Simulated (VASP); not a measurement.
## BN: relaxation of cell and atoms with r2SCAN

The system is BN.

```
CELL_PARAMETERS angstrom
0.00000 1.80750 1.80750
1.80750 0.00000 1.80750
1.80750 1.80750 0.00000
ATOMIC_POSITIONS crystal
B 0.00000 0.00000 0.00000
N 0.25000 0.25000 0.25000
```

The cell was built by a generator and needn't be a form met in nature.

```
Program                : VASP 6.6.1
Task                   : relaxation of cell and atoms
Functional             : r2SCAN
Potentials or basis    : VASP PAW PBE potentials, release 64 (B, N)
Cutoff                 : 600 eV
k mesh                 : 10 × 10 × 10
Occupations            : fermi-dirac, width 0.05 eV
Spin                   : no spin polarisation
Further INCAR settings : ALGO = Normal; EDIFF = 1e-07; IBRION = 2; EDIFFG = -0.005; NSW = 60; ISIF = 3
```

```yaml
Relaxed_volume: 5.90 Å³/atom
Relaxed_cell: a = 2.555 Å, b = 2.555 Å, c = 2.555 Å, α = 60.00°, β = 60.00°, γ = 60.00°
Space_group_after_relaxing_to_0.05_Å: F-43m (No. 216)
Energy_gained_by_relaxing: 0.0 meV/atom
Ionic_steps: 3
Pressure_after_relaxing: 0.0 GPa
Band_gap_on_the_k_mesh: 4.98 eV, indirect (least direct gap 9.53 eV)
```

Final structure:
```xyz
2
Lattice="0.0000 1.8067 1.8067 1.8067 0.0000 1.8067 1.8067 1.8067 0.0000" Properties=species:S:1:pos:R:3 pbc="T T T"
B     0.0000    0.0000    0.0000
N     0.9033    0.9033    0.9033
```

Levels at points of the mesh, in eV from the valence-band top:
| k point | band 1 | band 2 | band 3 | band 4 | band 5 | band 6 | band 7 | band 8 |
| --- | --- | --- | --- | --- | --- | --- | --- | --- |
| (0.00, 0.00, 0.00) | -21.31 | 0.00 | 0.00 | 0.00 | 9.53 | 9.53 | 9.53 | 11.09 |
| (0.50, 0.00, 0.00) | -17.01 | -11.10 | -2.02 | -2.02 | 10.81 | 11.48 | 11.48 | 16.42 |
| (0.50, 0.50, 0.00) | -15.58 | -9.33 | -5.10 | -5.10 | 4.98 | 9.82 | 19.28 | 19.28 |

It took 15 s on 4 MPI ranks on Intel(R) Xeon(R) Platinum 8488C (Sapphire Rapids), with other jobs on the host, peak memory 0.12 GiB a rank.

Caveat: the PAW data sets were made with another functional, which shifts forces and pressure a little. A k mesh can miss the band edges.
